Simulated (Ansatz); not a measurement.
Starting structure of a cell relaxation (symmetry kept):

```yaml
crystal:
  lattice:
    - [6.98985, 0.00000, 0.00000]
    - [0.00000, 6.98985, 0.00000]
    - [0.00000, 0.00000, 3.66328]
  atoms:
    - { symbol: Hf, position: [0.67323, 0.82677, 0.50000] }
    - { symbol: Hf, position: [0.82677, 0.32677, 0.50000] }
    - { symbol: Hf, position: [0.32677, 0.17323, 0.50000] }
    - { symbol: Hf, position: [0.17323, 0.67323, 0.50000] }
    - { symbol: Hf, position: [0.50000, 0.50000, 0.00000] }
    - { symbol: Hf, position: [0.00000, 0.00000, 0.00000] }
    - { symbol: Si, position: [0.62360, 0.12360, 0.00000] }
    - { symbol: Si, position: [0.87640, 0.62360, 0.00000] }
    - { symbol: Si, position: [0.12360, 0.37640, 0.00000] }
    - { symbol: Si, position: [0.37640, 0.87640, 0.00000] }
```

All numbers below come from DFT r2SCAN, scalar-relativistic, plane waves, PAW (Ansatz 0.2.0).

Plane waves to 500 eV, a k mesh through Γ of 6×6×10 on the computed 10-atom cell and Gaussian smearing (0.10 eV); no spin polarisation.

Q: What does it relax to?

A: The volume rises by 0.04 Å³/atom to 17.94 Å³/atom, and the energy changes by under 0.1 meV/atom. Final structure:
```cif
data_structure
_symmetry_space_group_name_H-M 'P4/mbm'
_symmetry_Int_Tables_number 127
_cell_length_a 6.9987
_cell_length_b 6.9987
_cell_length_c 3.6624
_cell_angle_alpha 90.000
_cell_angle_beta 90.000
_cell_angle_gamma 90.000
_cell_volume 179.39
loop_
_atom_site_label
_atom_site_type_symbol
_atom_site_symmetry_multiplicity
_atom_site_Wyckoff_symbol
_atom_site_fract_x
_atom_site_fract_y
_atom_site_fract_z
_atom_site_occupancy
Hf1 Hf 4 h 0.67314 0.82686 0.50000 1
Hf2 Hf 2 a 0.50000 0.50000 0.00000 1
Si1 Si 4 g 0.62371 0.12371 0.00000 1
```

Spin–orbit coupling is left out, which can shift energies with elements as heavy as these.